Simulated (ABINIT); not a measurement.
Crystal: CaO.

```
Ca O
1.0
     0.00000    2.40356    2.40356
     2.40356    0.00000    2.40356
     2.40356    2.40356    0.00000
Ca O
1 1
Direct
  0.00000 0.00000 0.00000
  0.50000 0.50000 0.50000
```

The cell is a database's computed one.

Base run:

```yaml
Program: ABINIT 10.8.3 (patched build)
Functional: SOGGA
Potentials_or_basis: JTH PAW PBE v2.0
Cutoff: 626 eV
k_mesh: 10 × 10 × 10
Occupations: fermi-dirac, width 0.05 eV
Spin: no spin polarisation
```

Its results: band gap on the k mesh 3.51 eV, indirect (least direct gap 3.89 eV); pressure -3.2 GPa.

Question: After a change of settings the same cell gave: band gap on the k mesh 3.66 eV, indirect (least direct gap 4.04 eV); pressure 3.6 GPa. Which change was it?
A. functional from SOGGA to LDA-PZ; potentials or basis from JTH PAW PBE v2.0 to JTH PAW LDA v2.0
B. functional from SOGGA to PBEsol; potentials or basis from JTH PAW PBE v2.0 to PseudoDojo NC SR PBEsol v0.4 stringent; cutoff from 626 eV to 1252 eV
C. functional from SOGGA to LDA; potentials or basis from JTH PAW PBE v2.0 to PseudoDojo NC SR LDA v0.4 stringent; cutoff from 626 eV to 1252 eV
D. functional from SOGGA to rPW86PBE

Answer: D.

Caveats: the PAW data sets were made with another functional, which shifts forces and pressure a little.

Runs at the PBE level aren't shown here.
